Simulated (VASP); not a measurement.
Set up this calculation in VASP 6.6.1, as the native input.

```
Task                   : relaxation of cell and atoms
Functional             : PBE
Dispersion             : D2
Potentials or basis    : VASP PAW PBE potentials, release 64 (Co, O)
Cutoff                 : 600 eV
k mesh                 : 8 × 8 × 7
Occupations            : fermi-dirac, width 0.05 eV
Spin                   : collinear spin, ferromagnetic start
Starting moments       : [2.0, 0.0] μB
Further INCAR settings : ALGO = Fast; EDIFF = 1e-06; IBRION = 2; EDIFFG = -0.01; NSW = 60; ISIF = 3
```

The structure of CoO lies in POSCAR:

```
CoO
1.0
    2.8284500000      0.0000000000      0.0000000000
   -1.4142300000      2.4495100000      0.0000000000
    0.0000000000      0.0000000000      2.7217200000
Co O
1 1
Direct
    0.0000000000      0.0000000000      0.5000000000
    0.6666700000      0.3333300000      0.0000000000
```

The cell was built by a generator and needn't be a form met in nature.

The input as run:

INCAR

```
SYSTEM = CoO
ALGO = Fast ; EDIFF = 1E-6
EDIFFG = -0.01 ; ENCUT = 600
GGA = PE ; IBRION = 2
ISIF = 3 ; ISMEAR = -1
ISPIN = 2 ; IVDW = 1
LASPH = .True. ; LCHARG = .False.
LMAXMIX = 4 ; LORBIT = 11
LREAL = .False. ; LWAVE = .False.
MAGMOM = 2 0 ; NELM = 120
NSW = 60 ; PREC = Accurate
SIGMA = 0.05
```

KPOINTS

```
k-points
0
Gamma
  8 8 7
  0 0 0
```

Potentials or basis: VASP PAW PBE potentials, release 64 (Co, O).

Run with:

```console
$ cat potpaw_PBE.64/Co/POTCAR potpaw_PBE.64/O/POTCAR > POTCAR
$ mpirun -np 1 vasp_std > vasp.out
```

Results of the run:

```yaml
Relaxed_volume: 9.20 Å³/atom
Relaxed_cell: a = 2.811 Å, b = 2.811 Å, c = 2.690 Å, α = 90.00°, β = 90.00°, γ = 120.00°
Space_group_after_relaxing_to_0.05_Å: P-6m2 (No. 187)
Energy_gained_by_relaxing: 3.8 meV/atom
Ionic_steps: 10
Pressure_after_relaxing: 0.0 GPa
Band_gap_on_the_k_mesh: none (metal or under the smearing width)
Net_moment: 3.00 μB per cell
Site_moments: Co +2.54; O +0.41 μB
Valence_electrons_inside_the_program's_atomic_spheres: Co 7.89; O 4.98
Dispersion_energy_per_atom: -0.260 eV
```

Caveat: atom-pairwise D2, TS and ULG terms overbind metals; a cell with one magnetic atom can't hold antiferromagnetic order, which such compounds often take; semilocal functionals often make such compounds metallic where correlation or magnetic order opens a gap, which also shifts bond lengths; pairwise dispersion overbinds metals, which lowers pressure and volume.

It took 4.6 min on 1 thread of AMD EPYC 7R43 64-Core Processor (Zen 3) (shared host), peak memory 0.14 GiB.
